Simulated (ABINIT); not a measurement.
# YN in ABINIT: the effect of functional

YN:

```xyz
2
Lattice="0.0000 2.4385 2.4385 2.4385 0.0000 2.4385 2.4385 2.4385 0.0000" Properties=species:S:1:pos:R:3 pbc="T T T"
Y     0.0000    0.0000    0.0000
N     2.4385    2.4385    2.4385
```

Alike in all runs:

- Program: ABINIT 10.8.3 (patched build)
- Task: equation of state
- Potentials or basis: Ansatz PAW PBE default generated set, frozen core
- Cutoff: 517 eV
- k mesh: 9 × 9 × 9
- Occupations: fermi-dirac, width 0.05 eV
- Spin: no spin polarisation

| functional | V0 of scaled cells (Å³/atom) | B0 (GPa) |
| --- | --- | --- |
| PBE | 14.76 | 159 |
| LDA | 14.01 | 182 |
| PBEsol | 14.32 | 171 |
| RPBE | 15.07 | 150 |
| BLYP | 15.21 | 151 |
| AM05 | 14.33 | 169 |
| r2SCAN | 14.66 | 169 |
| SCAN | ? | ? |
| revPBE | 14.98 | 152 |

What does the run with functional SCAN give?

V0 of scaled cells 14.62 Å³/atom; B0 162 GPa.

Caveats: pressures at fixed basis lie under the slope of the energies; the atomic spheres overlap; the PAW data sets were made with another functional, which shifts forces and pressure a little (some runs).
